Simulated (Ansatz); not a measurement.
**Ionic part of the dielectric constant of BN at 14 GPa, mode by mode**

Level of theory: Ansatz, DFT PBE+D3(BJ), scalar-relativistic, plane waves, PAW. Cutoff 420 eV, 12×12×12 k-points (Γ-centred), fixed occupations. No spin polarisation. Phonons by linear response, acoustic sum rule imposed.

It takes space group Fmm2 (No. 42, orthorhombic). The conventional cell has a = 2.486 Å, b = 5.594 Å, c = 4.280 Å, α = 90.00°, β = 90.00°, γ = 90.00°. B (site symmetry mm2) is surrounded by 3 N at 1.43 Å. Around N (site symmetry mm2) lie 3 B at 1.43 Å.

The primitive cell has V = 14.88 Å³ and ε∞,xx = 5.328. Each polar mode adds Δε = (4.92064×10⁷/V)·S/ν² along x, with S its oscillator strength in e²/amu, ν in cm⁻¹ and V in Å³.

**Question.** From these modes, find each Δε and ε0,xx.
| ν (cm⁻¹) | S_xx (e²/amu) |
| --- | --- |
| 1415.9 | 1.182 |

**Answer.**
```
ν (cm⁻¹)    Δε
  1415.9  1.95
```

The sum is 1.949, so ε0,xx = 7.28; the run's tensor has 7.28.

**Question.** Where do the longitudinal modes lie for a wave vector along x?

**Answer.** At 1655 cm⁻¹. The Lyddane–Sachs–Teller product Π(ν_LO/ν_TO)² = 1.37 matches ε0/ε∞ = 1.37.

This form isn't the usual stable structure of the compound at low pressure.